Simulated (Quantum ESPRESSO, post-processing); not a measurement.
# S on fcc sites of Pd(111), stepped through the coverage, part 2 of 2

Wanted: a table for S on fcc sites of Pd(111) against the coverage, and what can be fitted to it.

Quantum ESPRESSO 7.5; plane-wave DFT, PBE, GBRV ultrasoft pseudopotentials.

So far. Step 8 (SCF with pw.x, 0.1111 ML): Inside the slab this potential holds the local part of the pseudopotentials, which can be repulsive at the nuclei; only its value in the vacuum has a meaning of its own. Step 9 (Relaxing the ions, 0.75 ML): The relaxation lowers the energy by 19 meV an atom. On the free atoms the largest force ends at 0.027 eV/Å.

### Step 10. Ground state, 0.75 ML

The input, m7.esm.in:

```
&control
  prefix = 'm7.esm'
  outdir = './out'
  pseudo_dir = './pseudo'
  calculation = 'scf'
  tprnfor = .true.
/
&system
  ibrav = 0
  nat = 15
  ntyp = 2
  ecutwfc = 40
  ecutrho = 200
  occupations = 'smearing'
  smearing = 'mv'
  degauss = 0.02
  assume_isolated = 'esm'
  esm_bc = 'bc1'
/
&electrons
  conv_thr = 1e-07
  mixing_beta = 0.25
  electron_maxstep = 160
  mixing_mode = 'local-TF'
  mixing_ndim = 12
/
ATOMIC_SPECIES
  Pd  106.4200  pd_pbe_v1.4.uspp.F.UPF
  S   32.0600  s_pbe_v1.4.uspp.F.UPF
CELL_PARAMETERS angstrom
  5.57624165247507 0.00000000000000 0.00000000000000
  2.78812082623753 4.82916692868433 0.00000000000000
  0.00000000000000 0.00000000000000 20.62141316968112
ATOMIC_POSITIONS crystal
  Pd  -0.000000000000 0.500000000000 -0.152910348050
  Pd  0.500000000000 0.000000000000 -0.152910348050
  Pd  0.500000000000 0.500000000000 -0.152910348050
  Pd  0.000000000000 0.000000000000 -0.152910348050
  Pd  0.166666666700 0.666666666700 -0.042515822550
  Pd  0.666666666700 0.166666666700 -0.042515822550
  Pd  0.666666666700 0.666666666700 -0.042515822550
  Pd  0.166666666700 0.166666666700 -0.042515822550
  Pd  0.837239350700 0.325521298600 0.071081562650
  Pd  0.325521298600 0.837239350700 0.071081562650
  Pd  0.333333333300 0.333333333300 0.066781586850
  Pd  0.837239350700 0.837239350700 0.071081562650
  S   -0.005168434500 0.502584217200 0.152910348050
  S   0.502584217200 -0.005168434500 0.152910348050
  S   0.502584217200 0.502584217200 0.152910348050
K_POINTS automatic
  5 5 1 0 0 0
```

The run is started by

```
OMP_NUM_THREADS=1 mpirun -n 16 pw.x -nk 2 -in m7.esm.in > m7.esm.out
```

Elapsed: 1.9 min, on 16 MPI ranks of Arm Neoverse V1, shared host; peak memory 1.8 GiB; 31 min of CPU time.

This step gave:

| Property | Result |
| --- | --- |
| free energy | -33422.4706 eV |
| Fermi energy | -5.150 eV |
| vacuum line at the lower end of the cell, over the Fermi level | 5.338 eV |
| vacuum line at the upper end of the cell, over the Fermi level | 4.962 eV |

Inside the slab this potential holds the local part of the pseudopotentials, which can be repulsive at the nuclei; only its value in the vacuum has a meaning of its own.

### Step 11. Relaxation with pw.x, 1 ML

System of this step: Pd(111), 3 layers, 1 sites a cell, 1 S on fcc sites. The cell holds 4 atoms: 3 Pd and 1 S. Its edges and angles: a = 2.788 Å, b = 2.788 Å, c = 20.621 Å, α = 90.0°, β = 90.0°, γ = 60.0°. It derives from Pd. Vacuum lies along c.

The input, m8.relax.in:

```
&control
  prefix = 'm8.relax'
  outdir = './out'
  pseudo_dir = './pseudo'
  nstep = 70
  forc_conv_thr = 0.0015
  calculation = 'relax'
/
&system
  ibrav = 0
  nat = 4
  ntyp = 2
  ecutwfc = 40
  ecutrho = 200
  occupations = 'smearing'
  smearing = 'mv'
  degauss = 0.02
/
&electrons
  conv_thr = 1e-07
  mixing_beta = 0.3
  electron_maxstep = 120
  mixing_mode = 'local-TF'
/
&ions
/
ATOMIC_SPECIES
  Pd  106.4200  pd_pbe_v1.4.uspp.F.UPF
  S   32.0600  s_pbe_v1.4.uspp.F.UPF
CELL_PARAMETERS angstrom
  2.78812082623753 0.00000000000000 0.00000000000000
  1.39406041311877 2.41458346434216 0.00000000000000
  0.00000000000000 0.00000000000000 20.62141316968112
ATOMIC_POSITIONS crystal
  Pd  0.000000000000 0.000000000000 0.344077760721 0 0 0
  Pd  0.333333333400 0.333333333400 0.454472286213 0 0 0
  Pd  0.666666666700 0.666666666700 0.564866811704
  S   0.000000000000 0.000000000000 0.655922239279
K_POINTS automatic
  9 9 1 0 0 0
```

The run is started by

```
OMP_NUM_THREADS=1 mpirun -n 16 pw.x -nk 4 -in m8.relax.in > m8.relax.out
```

Elapsed: 19 s, on 16 MPI ranks; peak memory 0.94 GiB; 5 min of CPU time.

Relaxation path:

```csv
step,energy less that of the first step (eV),largest force (eV/Å)
1,0.0000,0.4229
2,-0.0049,0.3077
3,-0.0086,0.1756
4,-0.0103,0.0114
5,-0.0103,0.0022
```

The atoms that moved most (Å):

```csv
atom,dx,dy,dz,length
Pd3,0.000,0.000,0.030,0.030
S4,0.000,0.000,-0.023,0.023
```

The relaxed structure:

```cif
data_structure
_symmetry_space_group_name_H-M 'P 1'
_symmetry_Int_Tables_number 1
_cell_length_a 2.7881
_cell_length_b 2.7881
_cell_length_c 20.6214
_cell_angle_alpha 90.000
_cell_angle_beta 90.000
_cell_angle_gamma 60.000
_cell_volume 138.83
loop_
_atom_site_label
_atom_site_type_symbol
_atom_site_fract_x
_atom_site_fract_y
_atom_site_fract_z
_atom_site_occupancy
Pd1 Pd 0.00000 0.00000 0.34408 1
Pd2 Pd 0.33333 0.33333 0.45447 1
Pd3 Pd 0.66667 0.66667 0.56634 1
S4 S 0.00000 0.00000 0.65480 1
```

The relaxation lowers the energy by 3 meV an atom. On the free atoms the largest force ends at 0.002 eV/Å.

Read from the output:

| Property | Result |
| --- | --- |
| free energy | -8437.2183 eV |
| Fermi energy | 4.152 eV |

### Step 12. Self-consistent run, 1 ML

The input, m8.esm.in:

```
&control
  prefix = 'm8.esm'
  outdir = './out'
  pseudo_dir = './pseudo'
  calculation = 'scf'
  tprnfor = .true.
/
&system
  ibrav = 0
  nat = 4
  ntyp = 2
  ecutwfc = 40
  ecutrho = 200
  occupations = 'smearing'
  smearing = 'mv'
  degauss = 0.02
  assume_isolated = 'esm'
  esm_bc = 'bc1'
/
&electrons
  conv_thr = 1e-07
  mixing_beta = 0.25
  electron_maxstep = 160
  mixing_mode = 'local-TF'
  mixing_ndim = 12
/
ATOMIC_SPECIES
  Pd  106.4200  pd_pbe_v1.4.uspp.F.UPF
  S   32.0600  s_pbe_v1.4.uspp.F.UPF
CELL_PARAMETERS angstrom
  2.78812082623753 0.00000000000000 0.00000000000000
  1.39406041311877 2.41458346434216 0.00000000000000
  0.00000000000000 0.00000000000000 20.62141316968112
ATOMIC_POSITIONS crystal
  Pd  0.000000000000 0.000000000000 -0.155361057150
  Pd  0.333333333400 0.333333333400 -0.044966531650
  Pd  0.666666666700 0.666666666700 0.066904846450
  S   0.000000000000 0.000000000000 0.155361057150
K_POINTS automatic
  9 9 1 0 0 0
```

The run is started by

```
OMP_NUM_THREADS=1 mpirun -n 16 pw.x -nk 4 -in m8.esm.in > m8.esm.out
```

The job ended after 15 s (16 MPI ranks; peak memory 0.94 GiB; 4.1 min of CPU time).

Read from the output:

```
free energy                                                    : -8437.2179 eV
Fermi energy                                                   : -5.140 eV
vacuum line at the lower end of the cell, over the Fermi level : 5.385 eV
vacuum line at the upper end of the cell, over the Fermi level : 4.896 eV
```

Inside the slab this potential holds the local part of the pseudopotentials, which can be repulsive at the nuclei; only its value in the vacuum has a meaning of its own.

### Step 13. The series side by side

The series in one table:

| the coverage | adsorption energy an atom, from the free molecule (eV) | work function of the upper face (eV) | work function of the lower face (eV) |
| --- | --- | --- | --- |
| 0 ML | - | 5.234 | 5.234 |
| 0.1111 ML | - | 5.265 | 5.248 |
| 0.1667 ML | - | 5.293 | 5.256 |
| 0.25 ML | - | 5.308 | 5.271 |
| 0.3333 ML | - | 5.298 | 5.312 |
| 0.5 ML | -1.7 | 5.074 | 5.28 |
| 0.6667 ML | -1.309 | 4.943 | 5.254 |
| 0.75 ML | -1.133 | 4.962 | 5.338 |
| 1 ML | -0.6221 | 4.896 | 5.385 |

### Step 14. By hand

At 1 ML: E_ads = [-8437.2183 − 1 × (-8109.2856)]/1 − (-654.6212)/2 = -0.622 eV. Cells and meshes differ along the series, and any error of the slab's energy is multiplied by the number of slab cells an adsorbate, so no value is given under half a monolayer.

### Step 15. What came out

```
adsorption energy an atom, from the free molecule, at 0.5 ML and at 1 ML : -1.70, -0.62 eV
work function of the upper face, at 0 ML and at 1 ML                     : 5.23, 4.90 eV
```

The series holds 9 members (PBE, GBRV ultrasoft). From 0.5 ML to 1 ML the adsorption energy an atom, from the free molecule rises from -1.70 to -0.62 eV. From 0 ML to 1 ML the work function of the upper face goes from 5.23 to 4.90 eV by way of 5.31 at 0.25 ML. The untouched lower face should keep its work function but moves by 0.15 eV, since the slab is thin and cells, meshes or relaxed layers differ between members; changes of the upper face are uncertain by about as much. Thin slabs, one site and one ordered pattern a coverage; no reconstruction or subsurface sites; meshes differ a little between cells.

[Logs are printed without paths, hosts, clocks, repeated set-up lines and the standing remarks that a program may print on its own settings, such as how far it seeks lower states.]

[Hosts, paths, dates, database ids (printed as entryN), source tags and the programs' standing remarks are cut or masked in the printed files.]

[Maps of the electrostatic potential energy from Ansatz leave out the sawtooth potential of an applied field or a dipole correction, so their vacuum need not be flat; planar profiles and work functions include it.]
